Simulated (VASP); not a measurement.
Set up this calculation in VASP 6.6.1, as the native input.

- Task: single point
- Functional: r2SCAN
- Potentials or basis: VASP PAW PBE potentials, release 64 (Ga_d, N)
- Cutoff: 520 eV
- k mesh: 12 × 12 × 6
- Occupations: gaussian, width 0.02 eV
- Spin: no spin polarisation
- Further INCAR settings: ALGO = Normal; EDIFF = 1e-06; NBANDS = 26

The structure of GaN lies in POSCAR:

```
GaN
1.0
    3.1806700000      0.0000000000      0.0000000000
   -1.5903300000      2.7545400000      0.0000000000
    0.0000000000      0.0000000000      5.1815000000
Ga N
2 2
Direct
    0.6666700000      0.3333300000      0.4991600000
    0.3333300000      0.6666700000      0.9991600000
    0.6666700000      0.3333300000      0.8758400000
    0.3333300000      0.6666700000      0.3758400000
```

The cell is a database's computed one.

The input as run:

INCAR

```
  PREC = Accurate
  ENCUT = 520
  EDIFF = 1E-6
  ISMEAR = 0
  SIGMA = 0.02
  LREAL = False
  LASPH = True
  NELM = 80
  ALGO = Normal
  ISIF = 2
  LWAVE = False
  LCHARG = True
  METAGGA = R2SCAN
  LMIXTAU = True
  LELF = True
  LVHAR = True
  NBANDS = 26
```

KPOINTS

```
Automatic mesh
0
Gamma
  12 12 6
```

Potentials or basis: VASP PAW PBE potentials, release 64 (Ga_d, N).

Run with:

```bash
$ cat potpaw_PBE.64/Ga_d/POTCAR potpaw_PBE.64/N/POTCAR > POTCAR
$ mpirun -np 1 vasp_std > vasp.out
```

It gave:

The pressure is 1.4 GPa and the largest force is 0.003 eV/Å. The band gap on the k mesh is 2.36 eV, direct.

Caveat: the PAW data sets were made with another functional, which shifts forces and pressure a little.

Wall time 5.6 min on 1 thread of Intel(R) Xeon(R) 6975P-C (Granite Rapids) (shared host), peak memory 0.3 GiB.
